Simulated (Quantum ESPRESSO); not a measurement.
# CoSi2 (Fm-3m) in Quantum ESPRESSO: Hubbard U by linear response with PBE+U

Aim: the Hubbard U by linear response of CoSi2 with PBE+U.

Program: Quantum ESPRESSO 7.5. These are calculated values, not measurements. Logs are shortened: lines on timing, memory, paths and dates and some standing lists are left out, and cuts for length are marked.

**1. The structure**

The structure is cubic, space group Fm-3m (No. 225). Conventional cell: a = 5.356 Å, b = 5.356 Å, c = 5.356 Å, α = 90.00°, β = 90.00°, γ = 90.00°. Around Co (site symmetry m-3m) lie 8 Si at 2.32 Å. Si (site symmetry -43m) is surrounded by 4 Co at 2.32 Å.

**2. Hubbard U by linear response, PBE+U, collinear spin, ferromagnetic start**

The input, pw.in:

```
&CONTROL
  calculation = 'scf'
  prefix = 'pwscf'
  outdir = './tmp'
  pseudo_dir = './pseudo'
  tprnfor = .true.
  tstress = .true.
  disk_io = 'low'
/
&SYSTEM
  ibrav = 0
  nat = 3
  ntyp = 2
  ecutwfc = 36
  ecutrho = 216
  nbnd = 22
  occupations = 'smearing'
  smearing = 'mv'
  degauss = 0.00999582
  nspin = 2
  starting_magnetization(1) = 0.1176
  starting_magnetization(2) = 0
/
&ELECTRONS
  conv_thr = 6d-10
  electron_maxstep = 120
  mixing_beta = 0.3
/
ATOMIC_SPECIES
Co    58.9332 Co.GGA_PBE-JTH.UPF
Si    28.0850 Si.GGA_PBE-JTH.UPF
CELL_PARAMETERS angstrom
   0.0000000000    2.6780000000    2.6780000000
   2.6780000000    0.0000000000    2.6780000000
   2.6780000000    2.6780000000    0.0000000000
ATOMIC_POSITIONS crystal
Co     0.0000000000    0.0000000000    0.0000000000
Si     0.7500000000    0.7500000000    0.7500000000
Si     0.2500000000    0.2500000000    0.2500000000
K_POINTS automatic
8 8 8 0 0 0
HUBBARD {ortho-atomic}
U Co-3d 0.0001
```

The input, scf2.in:

```
&CONTROL
  calculation = 'scf'
  prefix = 'pwscf'
  outdir = './tmp'
  pseudo_dir = './pseudo'
  tprnfor = .true.
  tstress = .true.
  disk_io = 'low'
/
&SYSTEM
  ibrav = 0
  nat = 3
  ntyp = 2
  ecutwfc = 36
  ecutrho = 216
  nbnd = 22
  occupations = 'smearing'
  smearing = 'mv'
  degauss = 0.00999582
  nspin = 2
  starting_magnetization(1) = 0.1176
  starting_magnetization(2) = 0
/
&ELECTRONS
  conv_thr = 1d-13
  electron_maxstep = 120
  mixing_beta = 0.3
  startingpot = 'file'
  startingwfc = 'file'
/
ATOMIC_SPECIES
Co    58.9332 Co.GGA_PBE-JTH.UPF
Si    28.0850 Si.GGA_PBE-JTH.UPF
CELL_PARAMETERS angstrom
   0.0000000000    2.6780000000    2.6780000000
   2.6780000000    0.0000000000    2.6780000000
   2.6780000000    2.6780000000    0.0000000000
ATOMIC_POSITIONS crystal
Co     0.0000000000    0.0000000000    0.0000000000
Si     0.7500000000    0.7500000000    0.7500000000
Si     0.2500000000    0.2500000000    0.2500000000
K_POINTS automatic
8 8 8 0 0 0
HUBBARD {ortho-atomic}
U Co-3d 0.0001
```

The input, hp.in:

```
&INPUTHP
  prefix = 'pwscf'
  outdir = './tmp'
  nq1 = 2
  nq2 = 2
  nq3 = 2
  conv_thr_chi = 1d-06
  niter_max = 80
  iverbosity = 1
  alpha_mix(1) = 0.15
/
```

Potentials or basis: JTH 2.0 PBE.

Started as:

```console
$ OMP_NUM_THREADS=1 pw.x -in pw.in > pw.out
$ OMP_NUM_THREADS=1 pw.x -in scf2.in > scf2.out
$ OMP_NUM_THREADS=1 hp.x -in hp.in > hp.out
```

pw.out:

```text
This program is part of the open-source Quantum ESPRESSO suite
     for quantum simulation of materials; please cite
         "P. Giannozzi et al., J. Phys.:Condens. Matter 21 395502 (2009);
         "P. Giannozzi et al., J. Phys.:Condens. Matter 29 465901 (2017);
         "P. Giannozzi et al., J. Chem. Phys. 152 154105 (2020);
     in publications or presentations arising from this work. More details at

     file Co.GGA_PBE-JTH.UPF: wavefunction(s)  3P 0P 3D 0D renormalized
     file Si.GGA_PBE-JTH.UPF: wavefunction(s)  0S 0P renormalized
     Message from routine setup:
     using ibrav=0 with symmetry is DISCOURAGED, use correct ibrav instead

     G-vector sticks info
     --------------------
     sticks:   dense  smooth     PW     G-vecs:    dense   smooth      PW
     Sum         757     511    163                13851     7631    1363

     Using Slab Decomposition

     bravais-lattice index     =            0
     lattice parameter (alat)  =       7.1569  a.u.
     unit-cell volume          =     259.2139 (a.u.)^3
     number of atoms/cell      =            3
     number of atomic types    =            2
     number of electrons       =        25.00
     number of Kohn-Sham states=           22
     kinetic-energy cutoff     =      36.0000  Ry
     charge density cutoff     =     216.0000  Ry
     scf convergence threshold =      6.0E-10
     mixing beta               =       0.3000
     number of iterations used =            8  plain     mixing
     Exchange-correlation= SLA PW PBX PBC
                           (   1   4   3   4   0   0   0)
     Hubbard projectors: ortho-atomic
     Hubbard parameters of DFT+U (Dudarev formulation) in eV:
     U(Co-3d) =  0.0001

     Internal variables: lda_plus_u =T, lda_plus_u_kind = 0

     Internal variables: orbital_resolved =F, hub_pot_fix =F, apply_U = F

     celldm(1)=   7.156892  celldm(2)=   0.000000  celldm(3)=   0.000000
     celldm(4)=   0.000000  celldm(5)=   0.000000  celldm(6)=   0.000000

     crystal axes: (cart. coord. in units of alat)
               a(1) = (   0.000000   0.707107   0.707107 )
               a(2) = (   0.707107   0.000000   0.707107 )
               a(3) = (   0.707107   0.707107   0.000000 )

     reciprocal axes: (cart. coord. in units 2 pi/alat)
               b(1) = ( -0.707107  0.707107  0.707107 )
               b(2) = (  0.707107 -0.707107  0.707107 )
               b(3) = (  0.707107  0.707107 -0.707107 )

     PseudoPot. # 1 for Co read from file:
     Co.GGA_PBE-JTH.UPF
     Pseudo is Projector augmented-wave + core cor, Zval = 17.0
     Generated using ATOMPAW code
     Shape of augmentation charge: SINC**2
     Using radial grid of 1041 points,  6 beta functions with:
                l(1) =   0
                l(2) =   0
                l(3) =   1
                l(4) =   1
                l(5) =   2
                l(6) =   2
     Q(r) pseudized with 0 coefficients

     PseudoPot. # 2 for Si read from file:
     Si.GGA_PBE-JTH.UPF
     Pseudo is Projector augmented-wave + core cor, Zval =  4.0
     Generated using ATOMPAW code
     Shape of augmentation charge: BESSEL
     Using radial grid of  988 points,  4 beta functions with:
                l(1) =   0
                l(2) =   0
                l(3) =   1
                l(4) =   1
     Q(r) pseudized with 0 coefficients

     atomic species   valence    mass     pseudopotential
     Co               17.00    58.93320     Co( 1.00)
     Si                4.00    28.08500     Si( 1.00)

     Starting magnetic structure
     atomic species   magnetization
     Co              0.118
     Si              0.000

     48 Sym. Ops., with inversion, found

   Cartesian axes

     site n.     atom                  positions (alat units)
         1        Co     tau(   1) = (   0.0000000   0.0000000   0.0000000  )
         2        Si     tau(   2) = (   1.0606602   1.0606602   1.0606602  )
         3        Si     tau(   3) = (   0.3535534   0.3535534   0.3535534  )

     number of k points=    29  Marzari-Vanderbilt smearing, width (Ry)=  0.0100
                       cart. coord. in units 2pi/alat
        k(    1) = (   0.0000000   0.0000000   0.0000000), wk =   0.0019531
        k(    2) = (   0.0883883   0.0883883  -0.0883883), wk =   0.0156250
        k(    3) = (   0.1767767   0.1767767  -0.1767767), wk =   0.0156250
        k(    4) = (   0.2651650   0.2651650  -0.2651650), wk =   0.0156250
        k(    5) = (  -0.3535534  -0.3535534   0.3535534), wk =   0.0078125
        k(    6) = (   0.1767767   0.0000000   0.0000000), wk =   0.0117188
[... 21 lines left out ...]
        k(   28) = (  -0.7071068   0.1767767  -0.0000000), wk =   0.0234375
        k(   29) = (  -0.7071068   0.3535534   0.0000000), wk =   0.0117188

     Dense  grid:    13851 G-vectors     FFT dimensions: (  36,  36,  36)

     Smooth grid:     7631 G-vectors     FFT dimensions: (  27,  27,  27)

     Check: negative core charge=   -0.000010
     Generating pointlists ...
     new r_m :   0.2526 (alat units)  1.8079 (a.u.) for type    1
     new r_m :   0.2526 (alat units)  1.8079 (a.u.) for type    2

     Initial potential from superposition of free atoms

     starting charge      24.9983, renormalised to      25.0000

     negative rho (up, down):  4.891E-03 5.243E-03

     STARTING HUBBARD OCCUPATIONS:

     =================== HUBBARD OCCUPATIONS ===================
     ------------------------ ATOM    1 ------------------------
     Tr[ns(  1)] (up, down, total) =   5.00000  3.00000  8.00000
     Atomic magnetic moment for atom   1 =   2.00000
     SPIN  1
     eigenvalues:
       1.000  1.000  1.000  1.000  1.000
     eigenvectors (columns):
       1.000  0.000  0.000  0.000  0.000
       0.000  1.000  0.000  0.000  0.000
       0.000  0.000  1.000  0.000  0.000
       0.000  0.000  0.000  1.000  0.000
       0.000  0.000  0.000  0.000  1.000
     occupation matrix ns (before diag.):
       1.000  0.000  0.000  0.000  0.000
       0.000  1.000  0.000  0.000  0.000
[... 6 lines left out ...]
     eigenvectors (columns):
       1.000  0.000  0.000  0.000  0.000
       0.000  1.000  0.000  0.000  0.000
       0.000  0.000  1.000  0.000  0.000
       0.000  0.000  0.000  1.000  0.000
       0.000  0.000  0.000  0.000  1.000
     occupation matrix ns (before diag.):
       0.600  0.000  0.000  0.000  0.000
       0.000  0.600  0.000  0.000  0.000
       0.000  0.000  0.600  0.000  0.000
       0.000  0.000  0.000  0.600  0.000
       0.000  0.000  0.000  0.000  0.600

     Number of occupied Hubbard levels =    8.0000

     Atomic wfc used for Hubbard projectors are orthogonalized

     Starting wfcs are   34 randomized atomic wfcs

     Self-consistent Calculation

     iteration #  1     ecut=    36.00 Ry     beta= 0.30
     Davidson diagonalization with overlap
     ethr =  1.00E-02,  avg # of iterations =  6.2

     =================== HUBBARD OCCUPATIONS ===================
     ------------------------ ATOM    1 ------------------------
     Tr[ns(  1)] (up, down, total) =   4.02245  3.26929  7.29173
     Atomic magnetic moment for atom   1 =   0.75316
     SPIN  1
     eigenvalues:
       0.759  0.759  0.759  0.873  0.873
     eigenvectors (columns):
      -0.000 -0.000 -0.000 -0.618  0.786
      -0.314  0.574 -0.757  0.000  0.000
      -0.592  0.505  0.628  0.000 -0.000
       0.000  0.000  0.000  0.786  0.618
[... 192 lines left out ...]
     iteration # 15     ecut=    36.00 Ry     beta= 0.30
     Davidson diagonalization with overlap
     ethr =  2.81E-12,  avg # of iterations =  6.8

     negative rho (up, down):  5.518E-03 5.518E-03

     Magnetic moment per site  (integrated on atomic sphere of radius R)
     atom   1 (R=0.253)  charge= 15.4995  magn=  0.0000
     atom   2 (R=0.253)  charge=  1.7344  magn= -0.0000
     atom   3 (R=0.253)  charge=  1.7344  magn= -0.0000

     End of self-consistent calculation

     =================== HUBBARD OCCUPATIONS ===================
     ------------------------ ATOM    1 ------------------------
     Tr[ns(  1)] (up, down, total) =   4.13550  4.13549  8.27099
     Atomic magnetic moment for atom   1 =   0.00002
     SPIN  1
     eigenvalues:
       0.787  0.787  0.787  0.887  0.887
     eigenvectors (columns):
      -0.000 -0.000 -0.000 -0.618  0.786
      -0.310  0.496 -0.811  0.000  0.000
      -0.610  0.551  0.569  0.000 -0.000
       0.000  0.000  0.000  0.786  0.618
       0.729  0.671  0.132 -0.000  0.000
     occupation matrix ns (before diag.):
       0.887 -0.000 -0.000  0.000  0.000
      -0.000  0.787 -0.000  0.000  0.000
[... 6 lines left out ...]
     eigenvectors (columns):
      -0.000 -0.000 -0.000  0.641 -0.767
      -0.316  0.617 -0.721 -0.000 -0.000
      -0.596  0.462  0.657 -0.000 -0.000
       0.000  0.000  0.000 -0.767 -0.641
       0.738  0.637  0.221  0.000  0.000
     occupation matrix ns (before diag.):
       0.887 -0.000 -0.000  0.000  0.000
      -0.000  0.787 -0.000  0.000  0.000
      -0.000 -0.000  0.787  0.000  0.000
       0.000  0.000  0.000  0.887 -0.000
       0.000  0.000  0.000 -0.000  0.787

     Number of occupied Hubbard levels =    8.2710

 ------ SPIN UP ------------

          k = 0.0000 0.0000 0.0000 (   941 PWs)   bands (ev):

   -81.5285 -44.8386 -44.8386 -44.8386   0.0713   9.1424   9.1424   9.1424
    11.3401  11.3401  13.9452  16.6561  16.6561  16.6561  16.7224  16.7224
    16.7224  18.8670  18.8670  18.8670  21.5756  21.5756
[... 153 lines left out ...]
   -81.5284 -44.8408 -44.8402 -44.8388   3.9011   5.3303   7.4461   8.6448
    10.6519  10.7333  11.6552  11.9240  12.7079  16.1288  17.0361  19.8501
    20.6861  20.8203  22.6728  24.2432  25.8097  28.5220

          k =-0.7071 0.1768-0.0000 (   952 PWs)   bands (ev):

   -81.5284 -44.8415 -44.8402 -44.8395   4.3940   6.1004   6.3081   8.5137
    10.1909  11.2313  11.2927  11.7430  12.2210  15.2938  17.0281  19.4336
    22.7320  22.9781  24.0424  24.6636  26.0576  28.0785

          k =-0.7071 0.3536 0.0000 (   952 PWs)   bands (ev):

   -81.5284 -44.8409 -44.8409 -44.8394   5.0916   5.0916   7.1033   7.2707
    10.9392  10.9392  11.2941  11.7936  12.5664  16.8685  16.8685  19.1195
    19.9021  22.6751  24.0067  26.2182  26.2182  27.3210

 ------ SPIN DOWN ----------

          k = 0.0000 0.0000 0.0000 (   941 PWs)   bands (ev):

   -81.5284 -44.8386 -44.8386 -44.8386   0.0713   9.1425   9.1425   9.1425
    11.3401  11.3401  13.9452  16.6561  16.6561  16.6561  16.7224  16.7224
    16.7224  18.8670  18.8670  18.8670  21.5756  21.5756
[... 153 lines left out ...]
   -81.5283 -44.8407 -44.8402 -44.8387   3.9011   5.3303   7.4461   8.6448
    10.6519  10.7333  11.6553  11.9240  12.7079  16.1288  17.0361  19.8501
    20.6861  20.8203  22.6728  24.2432  25.8096  28.5219

          k =-0.7071 0.1768-0.0000 (   952 PWs)   bands (ev):

   -81.5283 -44.8415 -44.8401 -44.8395   4.3940   6.1004   6.3081   8.5137
    10.1909  11.2314  11.2928  11.7431  12.2210  15.2939  17.0281  19.4336
    22.7320  22.9781  24.0424  24.6636  26.0576  28.0785

          k =-0.7071 0.3536 0.0000 (   952 PWs)   bands (ev):

   -81.5283 -44.8409 -44.8409 -44.8393   5.0916   5.0916   7.1032   7.2707
    10.9392  10.9392  11.2941  11.7937  12.5664  16.8685  16.8685  19.1195
    19.9021  22.6751  24.0067  26.2182  26.2182  27.3210

     the Fermi energy is    13.1990 ev

!    total energy              =    -470.27553355 Ry
     total all-electron energy =      -470.275534 Ry
     estimated scf accuracy    <          2.8E-10 Ry
     smearing contrib. (-TS)   =       0.00010693 Ry
     internal energy E=F+TS    =    -470.27564049 Ry

     The total energy is F=E-TS. E is the sum of the following terms:
     one-electron contribution =    -224.65182633 Ry
     hartree contribution      =     111.79909700 Ry
     xc contribution           =     -37.55164926 Ry
     ewald contribution        =    -170.40561011 Ry
     Hubbard energy            =       0.00000517 Ry
     one-center paw contrib.   =    -149.46565696 Ry

     total magnetization       =     0.00 Bohr mag/cell
     absolute magnetization    =     0.00 Bohr mag/cell

     convergence has been achieved in  15 iterations

     negative rho (up, down):  5.518E-03 5.518E-03

     Forces acting on atoms (cartesian axes, Ry/au):

     atom    1 type  1   force =    -0.00000000    0.00000000   -0.00000000
     atom    2 type  2   force =     0.00000000   -0.00000000   -0.00000000
     atom    3 type  2   force =    -0.00000000    0.00000000    0.00000000

     Total force =     0.000000     Total SCF correction =     0.000000

     Computing stress (Cartesian axis) and pressure

     negative rho (up, down):  5.518E-03 5.518E-03
          total   stress  (Ry/bohr**3)                   (kbar)     P=      -14.01
  -0.00009525  -0.00000000  -0.00000000          -14.01       -0.00       -0.00
  -0.00000000  -0.00009525  -0.00000000           -0.00      -14.01       -0.00
  -0.00000000  -0.00000000  -0.00009525           -0.00       -0.00      -14.01

=------------------------------------------------------------------------------=
   JOB DONE.
=------------------------------------------------------------------------------=
```

Wall time 16 min (1 thread of Arm Neoverse V1, shared host); peak memory 0.18 GiB.

What came out:

```yaml
Free_energy: -6398.4246 eV
Band_gap_on_the_k_mesh: none (metal or under the smearing width)
Net_moment: 0.00 μB per cell
Absolute_moment: 0.00 μB per cell
Valence_electrons_inside_the_program's_atomic_spheres: Co 15.50; Si 1.73
Hubbard_U_from_linear_response: 7.82 eV
```

Eigenvalues of the final occupation matrices:
```csv
site,spin,trace,eigenvalues
Co 1 3d,1,4.14,0.79 0.79 0.79 0.89 0.89
Co 1 3d,2,4.14,0.79 0.79 0.79 0.89 0.89
```

Hubbard U from linear response:
```tsv
site	manifold	U (eV)
1	Co-3d	7.82
```
On the first site the bare response is -0.576 and the screened one -0.104 eV⁻¹.

Caveat: the cutoff is too short for stress, so the log's stress isn't used; the cutoff is low for these files, which shifts pressure and relaxed volume; the starting moments collapsed, and a magnetic state may lie lower; the U is typed as a test and isn't derived for this compound.
